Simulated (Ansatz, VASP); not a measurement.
## SrO in VASP and in Ansatz

```
Sr O
1.0
     0.00000    2.56630    2.56630
     2.56630    0.00000    2.56630
     2.56630    2.56630    0.00000
Sr O
1 1
Direct
  0.50000 0.50000 0.50000
  0.00000 0.00000 0.00000
```

Alike in both runs: task relaxation of cell and atoms; functional revPBE; dispersion D3(BJ); k mesh 9 × 9 × 9; occupations fermi-dirac, width 0.05 eV; no spin polarisation.

|  | VASP | Ansatz |
| --- | --- | --- |
| version | VASP 6.6.1 | Ansatz 0.2.0 |
| potentials or method | VASP PAW PBE potentials, release 64 (Sr_sv, O), cutoff 600 eV | all-electron LAPW, scalar-relativistic |

|  | VASP | Ansatz | Ansatz less VASP |
| --- | --- | --- | --- |
| relaxed volume (Å³/atom) | 17.22 | 17.13 | -0.090 |
| relaxed cell length with the largest relative difference (Å) | 3.652 | 3.646 | -0.0064 |
| energy change over the relaxation (meV/atom) | -2 | -1 | +0.8 |

Ansatz ran all-electron here, so the differences hold the error of VASP's frozen core and of both bases.

Caveats: the PAW data sets were made with another functional, which shifts forces and pressure a little (VASP). A k mesh can miss the band edges. Zero-point motion and thermal expansion aren't in these numbers.
